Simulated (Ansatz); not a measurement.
## What spin–orbit coupling does to the bands of Sb

```
CELL_PARAMETERS angstrom
3.36900 0.00000 0.00000
-1.68450 2.91764 0.00000
0.00000 0.00000 5.33000
ATOMIC_POSITIONS crystal
Sb 0.33333 0.66667 0.25000
Sb 0.66667 0.33333 0.75000
```

Atom numbers follow the list: Sb1, Sb2.

The cell is COD entry 1539203, as deposited and not checked against the literature; nothing was relaxed.

All numbers are computed: DFT, PBE, all-electron LAPW, scalar-relativistic (Ansatz 0.2.0); DFT, PBE, all-electron LAPW, Dirac equation with spin-orbit coupling (Ansatz 0.2.0).

The runs use a Γ-centred 12×12×7 k mesh, Fermi–Dirac smearing of 0.03 eV, basis error target 0.5 meV/atom, no spin polarisation.

Levels between -4 and 3 eV, each run counted from its own valence-band top where it has a gap, else its Fermi level. Scalar levels are listed once for both spins; with the coupling every spinor state is counted. Levels near the edges of the range can cross them.

Question: At H (0.333, 0.333, 0.500) the scalar-relativistic levels are -3.35 (×2). What are they with spin–orbit coupling?

Answer: -3.47 (×2), -3.16 (×2).
